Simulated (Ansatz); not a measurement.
## Step by step: SnSe, relaxation of cell and atoms

Method: DFT, PBE, PAW with Ansatz's default frozen-core files, scalar-relativistic in Ansatz 0.2.0.

Command: `ansatz run input.yaml --threads 1 --pin off --max-ram 2048MiB --backend cpu --events-out ev --progress --plain --runs-dir out` The run took 35 s on 1 thread of Arm Neoverse V2, with other jobs on the host, peak memory 0.37 GiB.

```yaml
crystal:
  lattice:
    - [3.0546685047, 0.0, 0.0]
    - [0.0, 3.0546685047, 0.0]
    - [0.0, 0.0, 3.0546685047]
  atoms:
    - { symbol: Sn, position: [0.0, 0.0, 0.0] }
    - { symbol: Se, position: [0.5, 0.5, 0.5] }
kpoints:
  mp_grid: { grid: [12, 12, 12] }
scf:
  occupations: { method: fermi_dirac, width: 0.03 }
hamiltonian:
  xc: pbe
  pseudopotentials: { kind: paw }
output:
  forces: true
  stress: true
relax:
  f_tol: 0.005
  max_steps: 80
  cell: {}
```

No spin–orbit coupling, which matters for the heavy atoms here.

The cell is built from the CsCl type as a first guess.

The cutoff is 420 eV; energies and pressures of the walk include the program's estimate of the Pulay term.

Each frame lists the cell vectors (Å), then Cartesian positions (Å); symmetry keeps all forces zero. Free energies count from the first step, -11489.8163 eV.

The walk took 11 evaluations in all; steps that aren't listed are left out.

Step 1: E = 0.0 meV, P = 99.39 GPa

```
cell 3.0547 0.0000 0.0000 0.0000 3.0547 0.0000 0.0000 0.0000 3.0547
Sn    0.0000    0.0000    0.0000
Se    1.5273    1.5273    1.5273
```

Step 2: E = -1986.2 meV, P = 51.76 GPa

```
cell 3.2036 0.0000 0.0000 0.0000 3.2036 0.0000 0.0000 0.0000 3.2036
Sn    0.0000    0.0000    0.0000
Se    1.6018    1.6018    1.6018
```

Step 3:

```
cell 3.3502 0.0000 0.0000 0.0000 3.3502 0.0000 0.0000 0.0000 3.3502
Sn    0.0000    0.0000    0.0000
Se    1.6751    1.6751    1.6751
```

Step 4: E = -3632.2 meV, P = 9.26 GPa

```
cell 3.5030 0.0000 0.0000 0.0000 3.5030 0.0000 0.0000 0.0000 3.5030
Sn    0.0000    0.0000    0.0000
Se    1.7515    1.7515    1.7515
```

Step 5: E = -3748.7 meV, P = -2.27 GPa

```
cell 3.6557 0.0000 0.0000 0.0000 3.6557 0.0000 0.0000 0.0000 3.6557
Sn    0.0000    0.0000    0.0000
Se    1.8278    1.8278    1.8278
```

Step 6: E = -3758.6 meV, P = 0.00 GPa

```
cell 3.6236 0.0000 0.0000 0.0000 3.6236 0.0000 0.0000 0.0000 3.6236
Sn    0.0000    0.0000    0.0000
Se    1.8118    1.8118    1.8118
```

Step 7: E = -3825.5 meV, P = 2.51 GPa (the cell of the step before, solved again on a basis chosen afresh, hence the jump)

Step 8: E = -3839.5 meV, P = 0.85 GPa

```
cell 3.6585 0.0000 0.0000 0.0000 3.6585 0.0000 0.0000 0.0000 3.6585
Sn    0.0000    0.0000    0.0000
Se    1.8292    1.8292    1.8292
```

Step 9: E = -3841.5 meV, P = 0.15 GPa

```
cell 3.6756 0.0000 0.0000 0.0000 3.6756 0.0000 0.0000 0.0000 3.6756
Sn    0.0000    0.0000    0.0000
Se    1.8378    1.8378    1.8378
```

Task: Give the energy, pressure of step 3.

Result: E = -3077.9 meV, P = 25.28 GPa
```
Sn    0.0000    0.0000    0.0000
Se    1.6751    1.6751    1.6751
```

Task: How does the relaxation end?

Result: It converges, with a = 3.680 Å, b = 3.680 Å, c = 3.680 Å, α = 90.00°, β = 90.00°, γ = 90.00° (conventional cell, space group Pm-3m). The last solve (on a basis chosen afresh for the final cell, so its energy is not quite comparable) gives E = -3841.9 meV, P = -0.01 GPa:
```
cell 3.6796 0.0000 0.0000 0.0000 3.6796 0.0000 0.0000 0.0000 3.6796
Sn    0.0000    0.0000    0.0000
Se    1.8398    1.8398    1.8398
```
